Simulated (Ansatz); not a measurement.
Ir: how the free axis answers a strain

Ir, Fm-3m, a = 3.844 Å. Ansatz: r2SCAN, PAW, 500 eV, Γ-centred 20×20×14 mesh on 2 atoms, Gaussian smearing 0.10 eV; no spin polarisation. Series: uniaxial strain along a, with b, c and atoms relaxed; x is the strain in per cent. The axes a, b, c are those of the computed cell (2.718, 2.718, 3.844 Å), along [1 1 0], [-1 1 0], [0 0 1] of the cell named above. y is the change of c in per cent of 3.844 Å.

```
x (%) y (%)
 -3.0      ?
 -2.0   0.72
 -1.0   0.36
  0.0   0.00
  1.0  -0.33
  2.0  -0.68
  3.0  -1.04
```

Question: Fit y = c1 x + c2 x² to the other rows, say what c1 measures, and predict the missing y.

Answer: Least squares on the rows shown. y = −0.3520 x + 0.002912 x². So −c1 = 0.352 is Poisson's ratio for this pair of axes. Along b the same runs (not shown) give 0.10. At x = -3.0 the fit asked for gives 1.08 %. The run gave 1.08 %, the same to the digits shown.

Spin–orbit coupling is left out, which can shift energies with elements as heavy as these.